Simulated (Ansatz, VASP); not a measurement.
AlN: VASP beside Ansatz

INCAR

```
SYSTEM = AlN
PREC = Accurate
ENCUT = 520
EDIFF = 1E-7
ISMEAR = 0
SIGMA = 0.05
LREAL = .FALSE.
LASPH = .TRUE.
NELM = 100
ALGO = Normal
ISIF = 2
LWAVE = .FALSE.
LCHARG = .FALSE.
GGA = PE
NBANDS = 16
```

File KPOINTS:

```
Automatic mesh
0
G
  8 8 6
  0 0 0
```

Contents of POSCAR:

```
AlN
1.0
    0.0000000000     -2.0353166207     -2.0353166207
    0.0000000000      2.0353166207     -2.0353166207
    4.0706332413      0.0000000000      0.0000000000
Al N
2 2
Direct
    0.5000000000      0.5000000000      0.0000000000
    0.0000000000      0.0000000000      0.5000000000
    0.5000000000      0.5000000000      0.5000000000
    0.0000000000      1.0000000000      0.0000000000
```

Input for Ansatz:

```yaml
crystal:
  lattice:
    - [0.0, -2.0353166207, -2.0353166207]
    - [0.0, 2.0353166207, -2.0353166207]
    - [4.0706332413, 0.0, 0.0]
  atoms:
    - { symbol: Al, position: [0.5, 0.5, 0.0] }
    - { symbol: Al, position: [0.0, 0.0, 0.5] }
    - { symbol: "N", position: [0.5, 0.5, 0.5] }
    - { symbol: "N", position: [0.0, 1.0, 0.0] }
basis:
  ecutwfc: 520.0
kpoints:
  mp_grid: { grid: [8, 8, 6] }
hamiltonian:
  xc: pbe
  pseudopotentials: { kind: paw }
scf:
  occupations: { method: gaussian, width: 0.05 }
output:
  forces: true
  stress: true
  eigenvalues: true
```

Alike in both runs: task single point; functional PBE; k mesh 8 × 8 × 6; occupations gaussian, width 0.05 eV; no spin polarisation.

|  | VASP | Ansatz |
| --- | --- | --- |
| version | VASP 6.6.1 | Ansatz 0.2.0 |
| potentials or method | VASP PAW PBE potentials, release 64 (Al, N) | scalar-relativistic, plane waves, PAW |
| plane-wave cutoff (eV) | 520 | 520 |
| valence electrons in the cell | 16 | 16 |

|  | VASP | Ansatz | Ansatz less VASP |
| --- | --- | --- | --- |
| gap on the k mesh at the Fermi level (eV) | 4.41 | 4.43 | +0.022 |
| least direct gap on the mesh (eV) | 4.41 | 4.43 | +0.022 |
| pressure (GPa) | -0.3 | 0.0 | +0.28 |

A k mesh can miss the band edges.
